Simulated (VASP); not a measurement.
A run of VASP 6.6.1:

The input INCAR:

```
SYSTEM = CaSe
PREC = Accurate
ENCUT = 520
EDIFF = 1E-6
ISMEAR = -1
SIGMA = 0.02
LREAL = .FALSE.
LASPH = .TRUE.
NELM = 100
ALGO = Normal
ISIF = 2
LWAVE = .FALSE.
LCHARG = .FALSE.
GGA = PE
NBANDS = 15
```

KPOINTS

```
Automatic mesh
0
G
  8 8 8
  0 0 0
```

POSCAR

```
CaSe
1.0
    0.1141511840      3.0816862956      3.0816862956
    3.0816862956      0.1141511840      3.0816862956
    3.0816862956      3.0816862956      0.1141511840
Ca Se
1 1
Direct
    0.0000000000      0.0000000000      0.0000000000
    0.5000000000      0.5000000000      0.5000000000
```

Potentials or basis: VASP PAW PBE potentials, release 64 (Ca_sv, Se).

The run is started by

```console
$ cat potpaw_PBE.64/Ca_sv/POTCAR potpaw_PBE.64/Se/POTCAR > POTCAR
$ mpirun -np 1 vasp_std > vasp.out
```

Hardware: 1 thread of Intel(R) Xeon(R) 6975P-C (Granite Rapids), on a shared host.

Problem. How long does it take, and how much memory?

Solution. Wall time 16 s on 1 thread of Intel(R) Xeon(R) 6975P-C (Granite Rapids), with other jobs on the host, peak memory 0.2 GiB. Counts: scf iterations 13, k points 65.
